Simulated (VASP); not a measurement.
Crystal: Re.

```
CELL_PARAMETERS angstrom
0.00000 1.97500 1.97500
1.97500 0.00000 1.97500
1.97500 1.97500 0.00000
ATOMIC_POSITIONS crystal
Re 0.00000 0.00000 0.00000
```

This isn't the form of Re at room conditions, which is hcp.

Base run:

```yaml
Program: VASP 6.6.1
Functional: PBE
Potentials_or_basis: VASP PAW PBE potentials, release 64 (Re)
Cutoff: 520 eV
k_mesh: 12 × 12 × 12
Occupations: fermi-dirac, width 0.05 eV
Spin: no spin polarisation
```

Its results: band gap on the k mesh none (metal or under the smearing width); pressure -9.8 GPa.

Task: The run is repeated on the same cell with these changes: functional from PBE to r2SCAN; further incar settings from ALGO = Normal; EDIFF = 1e-07; NBANDS = 10 to ALGO = Normal; EDIFF = 1e-06. What comes out?

Result: Band gap on the k mesh none (metal or under the smearing width); pressure -15.6 GPa.

Caveats: so large a pressure means that the cell lies far from this level's equilibrium, or that cutoff or potentials fall short (some runs); the potentials were made for another functional, which shifts forces and pressure (some runs).
